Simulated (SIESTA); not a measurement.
The system is ZnS (Wurtzite-4H).

```
CELL_PARAMETERS angstrom
3.82270 0.00000 0.00000
-1.91135 3.31056 0.00000
0.00000 0.00000 12.52000
ATOMIC_POSITIONS crystal
Zn 0.66667 0.33333 0.75000
Zn 0.33333 0.66667 0.25000
Zn 0.00000 0.00000 0.50000
Zn 0.00000 0.00000 0.00000
S 0.66667 0.33333 0.93750
S 0.33333 0.66667 0.43750
S 0.00000 0.00000 0.68750
S 0.00000 0.00000 0.18750
```

Base run:

| Property | Result |
| --- | --- |
| Program | SIESTA 5.4.2 |
| Functional | PBE |
| Potentials or basis | PseudoDojo 0.4 standard (PBE files) |
| Basis | DZP (energy shift 0.003 Ry; two zetas on semicore shells) |
| Grid cutoff | 800 Ry |
| Energy shift | 0.003 Ry |
| k mesh | 8 × 8 × 3 |
| Occupations | fermi-dirac, width 0.05 eV |
| Spin | no spin polarisation |

Its results: band gap on the k mesh 2.51 eV, direct; pressure 2.2 GPa; largest force 0.028 eV/Å.

After a change of settings the same cell gave: band gap on the k mesh 2.42 eV, direct; pressure -0.6 GPa; largest force 0.081 eV/Å. Which change was it?
A. basis from DZP (energy shift 0.003 Ry; two zetas on semicore shells) to TZP (energy shift 0.003 Ry; two zetas on semicore shells)
B. functional from PBE to PBEsol; potentials or basis from PseudoDojo 0.4 standard (PBE files) to PseudoDojo 0.4 standard (PBEsol files)
C. basis from DZP (energy shift 0.003 Ry; two zetas on semicore shells) to TZDP (energy shift 0.01 Ry); energy shift from 0.003 Ry to 0.01 Ry
D. functional from PBE to LDA; potentials or basis from PseudoDojo 0.4 standard (PBE files) to PseudoDojo 0.4 standard (LDA files)

C.

Caveats: the valence orbitals were made in a potential fitted to the semicore shell under them, which widens gaps by tenths of an eV or more; the basis of atomic orbitals isn't converged, which shifts pressures, moduli and gaps; short orbitals over semicore shells can move pressures by several GPa (some runs); an odd mesh through Γ misses points on the zone boundary, where band edges often lie (some runs); semicore shells carry a single zeta, which can move pressures by several GPa and volumes by a few percent (some runs).

Not every run made on this cell is shown here.
